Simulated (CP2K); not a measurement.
# InPd under changes of volume

One of the cells (17.513 Å³/atom); the others are scaled copies at fixed shape and fractional positions:

```
In Pd
1.0
     3.27188    0.00000    0.00000
     0.00000    3.27188    0.00000
     0.00000    0.00000    3.27188
In Pd
1 1
Cartesian
  0.0000 0.0000 0.0000
  1.6359 1.6359 1.6359
```

The cell comes from a database or a generator and needn't be the stable form of this composition.

```yaml
Program: CP2K 2026.2
Functional: r2SCAN
Potentials_or_basis: POTENTIAL_UZH In GTH-SCAN-q13, Pd GTH-SCAN-q18; TZVP-MOLOPT-SCAN-GTH basis
Density_cutoff: 9184 eV
k_mesh: 8 × 8 × 8
Occupations: fermi-dirac, width 0.1 eV
Spin: no spin polarisation
```

```tsv
volume (Å³/atom)	energy over the lowest point (meV/atom)	pressure (GPa)
16.462	?	?
16.813	28.34	9.2
17.163	12.07	5.8
17.513	2.92	2.8
17.863	0.00	0.1
18.214	2.55	-2.2
18.564	9.89	-4.2
```

Problem. What does the run at 16.462 Å³/atom give?

Solution. Energy over the lowest point 52.69 meV/atom; pressure 13.2 GPa.

Worked out: A Birch-Murnaghan fit of order 3 (a polynomial in V^(-2/3)) to the other rows has its minimum at 17.87 Å³/atom with B0 = V·E''(V) = 127 GPa and B' = 5.8. It gives 52.80 meV/atom at 16.462 Å³/atom, against the run's 52.69, and -dE/dV = 13.2 GPa, against 13.2.

Energies are extrapolated to zero smearing.

Caveats: the basis of atomic orbitals isn't converged, which shifts pressures, moduli and gaps.
